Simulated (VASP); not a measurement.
Si:

```
CELL_PARAMETERS angstrom
2.62054 0.00000 0.00000
-1.31027 2.26946 0.00000
0.00000 0.00000 2.46635
ATOMIC_POSITIONS crystal
Si 0.00000 0.00000 0.00000
```

This isn't the form of Si at room conditions, which is diamond.

* Program: VASP 6.6.1
* Task: relaxation of cell and atoms
* Functional: PBE
* Potentials or basis: VASP PAW PBE potentials, release 64 (Si)
* Cutoff: 600 eV
* k mesh: 12 × 12 × 11
* Occupations: fermi-dirac, width 0.05 eV
* Spin: no spin polarisation

At the start: pressure 3.0 GPa; volume 14.67 Å³/atom.

Where does the relaxation end?

Over 3 steps the energy falls by 4.9 meV/atom and the volume is 15.03 Å³/atom (+2.5 %); space group P6/mmm (No. 191, to 0.05 Å).

Step by step:
| step | energy change (eV) | largest force (eV/Å) | pressure (GPa) | volume (Å³) |
| --- | --- | --- | --- | --- |
| 1 | 0.0000 | 0.0000 | 3.04 | 14.67 |
| 2 | -0.0030 | 0.0000 | -1.61 | 15.26 |
| 3 | -0.0049 | 0.0000 | 0.07 | 15.03 |

Final structure:
```
Si
1.0
     2.63183    0.00000    0.00000
    -1.31592    2.27923    0.00000
     0.00000    0.00000    2.50598
Si
1
Direct
  0.00000 0.00000 0.00000
```
